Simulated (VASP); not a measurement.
# TiC (P-6m2) in VASP: a series of runs, part 3 of 3

VASP 6.6.1.

## (6) Relaxation of cell and atoms, PBE+D3

Contents of INCAR:

```
PREC = Accurate ; ENCUT = 600
EDIFF = 1E-6 ; ISMEAR = -1
SIGMA = 0.05 ; LREAL = F
LASPH = T ; NELM = 60
ALGO = Normal ; ISIF = 3
LWAVE = F ; LCHARG = F
GGA = PE ; IVDW = 11
IBRION = 2 ; NSW = 40
EDIFFG = -0.02
```

Contents of KPOINTS:

```
regular mesh
0
Gamma
  10 10 10
```

Contents of POSCAR:

```
TiC
1.0
    3.0420900000      0.0000000000      0.0000000000
   -1.5210400000      2.6345200000      0.0000000000
    0.0000000000      0.0000000000      2.6979700000
Ti C
1 1
Direct
    0.0000000000      0.0000000000      0.5000000000
    0.3333300000      0.6666700000      0.0000000000
```

Potentials or basis: VASP PAW PBE potentials, release 64 (Ti_sv, C).

The run is started by

```bash
$ cat potpaw_PBE.64/Ti_sv/POTCAR potpaw_PBE.64/C/POTCAR > POTCAR
$ mpirun -np 1 vasp_std > vasp.out
```

OUTCAR:

```text
PREC = Accurate
   ENCUT = 600
   EDIFF = 1E-6
   ISMEAR = -1
   LREAL = F
   LASPH = T
   NELM = 60
   ISIF = 3
   GGA = PE
   IVDW = 11
   IBRION = 2
   NSW = 40
   EDIFFG = -0.02
 IVDW          = 11

 ion  position               nearest neighbor table
   1  0.000  0.000  0.500-   2 2.21   2 2.21   2 2.21   2 2.21   2 2.21   2 2.21
   2  0.333  0.667  0.000-   1 2.21   1 2.21   1 2.21   1 2.21   1 2.21   1 2.21

  LATTYP: Found a hexagonal cell.
 ALAT       =     3.0420900000
 C/A-ratio  =     0.8868804013

  Lattice vectors:

 A1 = (   3.0420900000,   0.0000000000,   0.0000000000)
 A2 = (  -1.5210400000,   2.6345200000,   0.0000000000)
 A3 = (   0.0000000000,   0.0000000000,   2.6979700000)

Analysis of symmetry for initial positions (statically):
=====================================================================
 Subroutine PRICEL returns:
 Original cell was already a primitive cell.

 Routine SETGRP: Setting up the symmetry group for a
 hexagonal supercell.

 Subroutine GETGRP returns: Found  4 space group operations
 (whereof  4 operations were pure point group operations)
 out of a pool of 24 trial point group operations.

The static configuration has the point symmetry C_2v.

Analysis of symmetry for dynamics (positions and initial velocities):
=====================================================================
 Subroutine PRICEL returns:
 Original cell was already a primitive cell.

 Routine SETGRP: Setting up the symmetry group for a
 hexagonal supercell.

 Subroutine GETGRP returns: Found  4 space group operations
 (whereof  4 operations were pure point group operations)
 out of a pool of 24 trial point group operations.

The dynamic configuration has the point symmetry C_2v.

 Subroutine INISYM returns: Found  4 space group operations
 (whereof  4 operations are pure point group operations),
 and found     1 'primitive' translations

----------------------------------------------------------------------------------------

                                     Primitive cell

  volume of cell :      21.6227

  direct lattice vectors                    reciprocal lattice vectors
     3.042090000  0.000000000  0.000000000     0.328721372  0.189787269  0.000000000
[... 106 lines left out ...]
     AMIX_MAG =   1.60;   BMIX_MAG =  1.00
  volume/ion in A,a.u.               =      10.81        72.96
  Fermi-wavevector in a.u.,A,eV,Ry     =   1.480737  2.798187 29.831891  2.192582
  Thomas-Fermi vector in A             =   2.594734
   LORBIT       =      0    0 simple, 1 ext, 2 COOP (PROOUT), +10 PAW based schemes
   GGA     = PE    functional components
   LHFCALC =     F    Hartree Fock is set to
   AEXX    =    0.0000 exact exchange contribution
   IVDW    =    11    specifies the selected vdW correction
   LEPSILON=     F    determine dielectric tensor
   LRPA    =     F    only Hartree local field effects (RPA)
 conjugate gradient relaxation of ions
 non-spin polarized calculation
  energy-cutoff  :      600.00
  volume of cell :       21.62
 maximum number of plane-waves:       734
   NGX = 13   NGY = 13   NGZ = 11

--------------------------------------- Ionic step        1  -------------------------------------------

 number of electron      15.9999999 magnetization

 Free energy of the ion-electron system (eV)
  ---------------------------------------------------
  ext. energy  EPLUGINS =         0.00000000
  ---------------------------------------------------
  free energy    TOTEN  =       -17.35601891 eV

  energy without entropy =      -17.35206309  energy(sigma->0) =      -17.35404100

------------------------ aborting loop because EDIFF is reached ----------------------------------------

 Edisp (eV)   -0.58778

 E8    (eV) :    -0.3379
[... 151 lines left out ...]
--------------------------------------- Ionic step        5  -------------------------------------------

 number of electron      16.0000000 magnetization

 Free energy of the ion-electron system (eV)
  ---------------------------------------------------
  ext. energy  EPLUGINS =         0.00000000
  ---------------------------------------------------
  free energy    TOTEN  =       -17.35173648 eV

  energy without entropy =      -17.34785799  energy(sigma->0) =      -17.34979724

 E-fermi :   8.7915     XC(G=0): -12.3778

 val. band max:        8.7684599208   @ k =   0.3000   0.1000   0.0000
 cond. band min:       8.8031536968   @ k =   0.4000  -0.0000   0.0000
 fundamental gap:      0.0346937760
 Fermi energy:         8.7914687417

 k-point     1 :       0.0000    0.0000    0.0000
  band No.  band energies     occupation
      1     -47.7055      2.00000
      2     -23.8553      2.00000
      3     -23.8553      2.00000
      4     -23.3897      2.00000
      5      -3.2722      2.00000
      6       7.1865      2.00000
      7       7.1866      2.00000
      8       7.8171      2.00000
      9      11.1281      0.00000
     10      12.2042      0.00000
     11      12.2043      0.00000
     12      14.5831      0.00000
[... 331 lines left out ...]
 k-point    24 :      -0.2000    0.4000    0.0000
  band No.  band energies     occupation
      1     -47.6596      2.00000
      2     -24.1602      2.00000
      3     -23.9727      2.00000
      4     -23.3491      2.00000
      5      -1.4760      2.00000
      6       4.8322      2.00000
      7       7.4618      2.00000
      8       8.8516      0.46228
      9       9.0051      0.02748
     10      11.7442      0.00000
     11      12.3686      0.00000
     12      12.9573      0.00000

 [... further k-points ...]

------------------------ aborting loop because EDIFF is reached ----------------------------------------

 Edisp (eV)   -0.59594

 E8    (eV) :    -0.3416
[... 25 lines left out ...]
  FREE ENERGIE OF THE ION-ELECTRON SYSTEM (eV)
  ---------------------------------------------------
  free  energy   TOTEN  =       -17.9476776788 eV

  energy  without entropy=      -17.9437991918  energy(sigma->0) =      -17.94573844

 reached required accuracy - stopping structural energy minimisation
```

OSZICAR:

```text
N       E                     dE             d eps       ncg     rms          rms(c)
DAV:   1     0.132641098243E+03    0.13264E+03   -0.95508E+03  4468   0.176E+03
DAV:   2    -0.842672976129E+01   -0.14107E+03   -0.13421E+03  4604   0.404E+02
[... 43 lines left out ...]
   4 F= -.17947611E+02 E0= -.17945626E+02  d E =-.381223E-02
       N       E                     dE             d eps       ncg     rms          rms(c)
DAV:   1    -0.173519075599E+02   -0.79097E-04   -0.80904E-03  4704   0.159E+00    0.943E-02
DAV:   2    -0.173517855892E+02    0.12197E-03   -0.41209E-04  4528   0.261E-01    0.483E-02
DAV:   3    -0.173517449777E+02    0.40611E-04   -0.80642E-05  6368   0.102E-01    0.232E-02
DAV:   4    -0.173517363256E+02    0.86521E-05   -0.29526E-05  6068   0.708E-02    0.741E-03
DAV:   5    -0.173517364803E+02   -0.15462E-06   -0.22960E-06  4540   0.224E-02
   5 F= -.17947678E+02 E0= -.17945738E+02  d E =-.662860E-04
```

CONTCAR:

```text
TiC
   1.00000000000000
     3.0243075469284482   -0.0000037996546331    0.0000000000000000
    -1.5121520932800723    2.6191182042810661    0.0000000000000000
     0.0000000000000000    0.0000000000000000    2.6853708091862436
  Ti              C
     1     1
Direct
     0.9999989513844595    0.0000010486156100    0.5000000000000000
     0.3333310486155372    0.6666689513843934    0.0000000000000000

  0.00000000E+00  0.00000000E+00  0.00000000E+00
  0.00000000E+00  0.00000000E+00  0.00000000E+00
```

It took 69 s on 1 thread of Intel Xeon Platinum 8488C (Sapphire Rapids), shared host; peak memory 0.2 GiB.

Results:

```
Free energy                            : -17.9477 eV
Relaxed volume                         : 10.64 Å³/atom
Relaxed cell                           : a = 3.024 Å, b = 3.024 Å, c = 2.685 Å, α = 90.00°, β = 90.00°, γ = 120.00°
Space group after relaxing (to 0.05 Å) : P-6m2 (No. 187)
Energy gained by relaxing              : 1.9 meV/atom
Ionic steps                            : 5
Pressure after relaxing                : 0.0 GPa
Band gap on the k mesh                 : none (metal or under the smearing width)
Dispersion energy per atom             : -0.298 eV
```

Step by step:
```csv
step,energy change (eV),largest force (eV/Å),pressure (GPa),volume (Å³)
1,0.0000,0.0001,-3.65,21.62
2,0.0023,0.0000,4.71,20.86
3,-0.0038,0.0001,-0.05,21.28
4,-0.0038,0.0001,-0.01,21.28
5,-0.0039,0.0000,0.00,21.27
```

Final structure:
```xyz
2
Lattice="3.0243 0.0000 0.0000 -1.5122 2.6191 0.0000 0.0000 0.0000 2.6854" Properties=species:S:1:pos:R:3 pbc="T T T"
Ti    3.0243    0.0000    1.3427
C     0.0000    1.7461    0.0000
```

Levels at points of the mesh, in eV from the Fermi level:
```tsv
k point	band 4	band 5	band 6	band 7	band 8	band 9	band 10	band 11	band 12
(0.00, 0.00, 0.00)	-32.18	-12.06	-1.60	-1.60	-0.97	2.34	3.41	3.41	5.79
(0.50, 0.00, 0.00)	-32.13	-9.62	-4.91	-0.77	-0.31	0.25	3.10	3.56	3.83
(0.50, 0.50, 0.00)	-32.13	-9.62	-4.91	-0.77	-0.31	0.25	3.10	3.56	3.83
(0.00, 0.00, 0.50)	-32.56	-8.87	-5.65	-0.50	-0.50	1.16	1.16	4.81	4.81
(0.50, 0.00, 0.50)	-32.65	-8.83	-4.05	-2.57	-2.25	1.53	3.37	4.45	5.72
(0.50, 0.50, 0.50)	-32.65	-8.83	-4.05	-2.57	-2.25	1.53	3.37	4.45	5.72
```

Caveat: pairwise dispersion overbinds metals, which lowers pressure and volume.

## (7) Summary

```tsv
level	gap on the mesh (eV)	pressure (GPa)	relaxed volume (Å³/atom)
revPBE	none	0.1	10.97
BLYP	none	0.0	11.19
PW91	none	0.0	10.83
AM05	none	0.0	10.48
PBE+D3	none	0.0	10.64
```

Alike in all rows: task relaxation of cell and atoms; potentials or basis VASP PAW PBE potentials, release 64 (Ti_sv, C); no spin polarisation; cell relaxed; k mesh 10 × 10 × 10; cutoff (eV) 600; smearing fermi-dirac 0.05 eV.

Caveats: the PAW data sets were made with another functional, which shifts forces and pressure a little (some runs); pairwise dispersion overbinds metals, which lowers pressure and volume (some runs).

Absolute energies hang on the potentials; compare differences alone.
